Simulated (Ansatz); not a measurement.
# I (beta tin type): the cost of one run

Program: Ansatz 0.2.0. Level of theory: DFT PBE, with the methods named in each step. These are calculated values, not measurements.

### Step 1. The structure to begin with

The structure is tetragonal, space group I4_1/amd (No. 141). The conventional cell has a = 6.339 Å, b = 6.339 Å, c = 3.486 Å, α = 90.00°, β = 90.00°, γ = 90.00°. I (site symmetry -4m2) is surrounded by 6 I at 3.29 to 3.49 Å.

Structure file:

```cif
data_structure
_symmetry_space_group_name_H-M 'I4_1/amd:1'
_symmetry_Int_Tables_number 141
_cell_length_a 6.3388
_cell_length_b 6.3388
_cell_length_c 3.4863
_cell_angle_alpha 90.000
_cell_angle_beta 90.000
_cell_angle_gamma 90.000
_cell_volume 140.08
loop_
_atom_site_label
_atom_site_type_symbol
_atom_site_symmetry_multiplicity
_atom_site_Wyckoff_symbol
_atom_site_fract_x
_atom_site_fract_y
_atom_site_fract_z
_atom_site_occupancy
I1 I 4 b 0.00000 0.00000 0.50000 1
```

The file gives the conventional cell by its symmetry; the runs use the cell typed in the input.

Whether this phase is the stable one at these pressures isn't tested.

Atoms are numbered in the order of the input: I1, I2.

### Step 2. Cell relaxed at zero pressure, PAW

The input, input.yaml:

```yaml
crystal:
  lattice:
    - [-3.1693812588, 3.1693812588, 1.7431596924]
    - [3.1693812588, -3.1693812588, 1.7431596924]
    - [3.1693812588, 3.1693812588, -1.7431596924]
  atoms:
    - { symbol: I, position: [-0.375, -0.125, -0.25] }
    - { symbol: I, position: [0.375, 0.125, 0.25] }
kpoints:
  mp_grid: { grid: [12, 12, 12] }
scf:
  occupations: { method: fermi_dirac, width: 0.1 }
hamiltonian:
  xc: pbe
  pseudopotentials: { kind: paw }
output:
  forces: true
  stress: true
  write_density: true
  write_potential: true
  elf: true
  volumetric_format: npy
relax:
  f_tol: 0.005
  max_steps: 40
  cell: {}
```

Command:

```bash
$ ansatz run input.yaml --threads 1 --pin off --max-ram 2048MiB --backend cpu --events-out ev --progress --plain --runs-dir out
```

What time and memory should one allow on 1 thread of Arm Neoverse V1, shared host?

About 2.6 min, with a peak of 0.53 GiB.
